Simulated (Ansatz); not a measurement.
Al2O3 in the A-La2O3-type structure, relaxed with r2SCAN. It is trigonal, P-3m1 (No. 164); a = 2.864 Å, c = 6.833 Å in the conventional setting, 9.71 Å³ an atom. Al is surrounded by 6 O at 1.78–2.14 Å; O is surrounded by 6 Al at 2.14 Å; O is surrounded by 3 Al at 1.78 Å.

```yaml
crystal:
  lattice:
    - [2.86414, 0.00000, 0.00000]
    - [-1.43207, 2.48042, 0.00000]
    - [0.00000, 0.00000, 6.83328]
  atoms:
    - { symbol: Al, position: [0.33333, 0.66667, 0.19934] }
    - { symbol: Al, position: [0.66667, 0.33333, 0.80066] }
    - { symbol: O, position: [0.00000, 0.00000, 0.00000] }
    - { symbol: O, position: [0.33333, 0.66667, 0.70321] }
    - { symbol: O, position: [0.66667, 0.33333, 0.29679] }
```

The questions ask for values computed with Ansatz 0.2.0 on this geometry. Values at 0 K without nuclear motion; spin polarisation is off, and the phase may be a hypothetical one.

Given (12×12×4 mesh): The PBE gap is indirect, 4.80 eV (K–Γ (0.80 of the way from K) to Γ), below the direct gap of 4.85 eV at Γ.

Problem. What does r2SCAN give for the gap (12×12×4 mesh)?

Solution. The r2SCAN gap is indirect, 5.65 eV (k = (-0.073, 0.135, 0.005) to Γ), below the direct gap of 5.69 eV at Γ. The gap differs by +0.85 eV from PBE's.

Problem. What does HSE06 give for the gap (6×6×2 mesh)?

Solution. With HSE06 the valence top lies at k = (-0.073, 0.135, 0.005) and the conduction bottom at Γ, 6.59 eV higher; the smallest vertical gap, at Γ, is 6.63 eV. The gap differs by +1.79 eV from PBE's.

Problem. What does DDH-PBE0 give for the gap (6×6×2 mesh)?

Solution. With DDH-PBE0 the valence top lies at k = (-0.073, 0.135, 0.005) and the conduction bottom at Γ, 8.15 eV higher; the smallest vertical gap, at Γ, is 8.20 eV. The share of exact exchange is 0.328. The gap differs by +3.35 eV from PBE's.

Problem. What does PBE0 give for the gap (6×6×2 mesh)?

Solution. With PBE0 the valence top lies at k = (-0.073, 0.135, 0.005) and the conduction bottom at Γ, 7.34 eV higher; the smallest vertical gap, at Γ, is 7.39 eV. The gap differs by +2.54 eV from PBE's.

Problem. What are ε∞ and the Born charges with r2SCAN?

Solution. The clamped-ion dielectric constant comes out as 3.00 along x and y, 2.66 along z. Born charges, averaged over directions: Al +2.80, O -2.13 to -1.74 e. The program notes that the ground state's band table doesn't vouch for all the bands that the response reads.

Problem. Relaxed again with PBEsol, is the cell stable at the zone centre, and where do its optical modes lie?

Solution. The zone-centre optical frequencies run from 112 to 716 cm⁻¹, none imaginary (the rest of the zone wasn't tested). With the long-range field the highest mode reaches 911 cm⁻¹.

Where an edge lies off the special points, it is a point of the mesh or the k point where a search put PBE's edge or least direct gap, reused for the other functionals, whose own edges may lie a little apart; PBE's own value is read along its path and can be a few hundredths of an eV high.

Coordinates of k points refer to the reciprocal vectors of the primitive cell of the runs.

The meshes of the hybrids are coarse, so their gaps aren't converged to the digits shown.

Run but not listed, since they were read on a mesh alone, on too coarse a mesh, or into states of the vacuum: LC-ωPBE.
